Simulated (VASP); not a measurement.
Crystal: ZnO (zincite).

```
CELL_PARAMETERS angstrom
3.24931 0.00000 0.00000
-1.62465 2.81398 0.00000
0.00000 0.00000 5.20571
ATOMIC_POSITIONS crystal
Zn 0.33333 0.66667 0.50000
Zn 0.66667 0.33333 0.00000
O 0.66667 0.33333 0.37901
O 0.33333 0.66667 0.87901
```

Base run:

| Item | Value |
| --- | --- |
| Program | VASP 6.6.1 |
| Functional | PBEsol |
| Potentials or basis | VASP PAW PBE potentials, release 64 (Zn, O) |
| Cutoff | 520 eV |
| k mesh | 6 × 6 × 4 |
| Occupations | gaussian, width 0.01 eV |
| Spin | no spin polarisation |

Its results: band gap on the k mesh 0.68 eV, direct; pressure -0.5 GPa; largest force 0.065 eV/Å.

Task: The run is repeated on the same cell with these changes: functional from PBEsol to PBE; further incar settings from ALGO = Normal; EDIFF = 1e-06; NBANDS = 26 to ALGO = Fast; EDIFF = 1e-06; NBANDS = 26. What comes out?

Result: Band gap on the k mesh 0.79 eV, direct; pressure 5.9 GPa; largest force 0.074 eV/Å.

Caveats: the PAW data sets were made with another functional, which shifts forces and pressure a little (some runs).

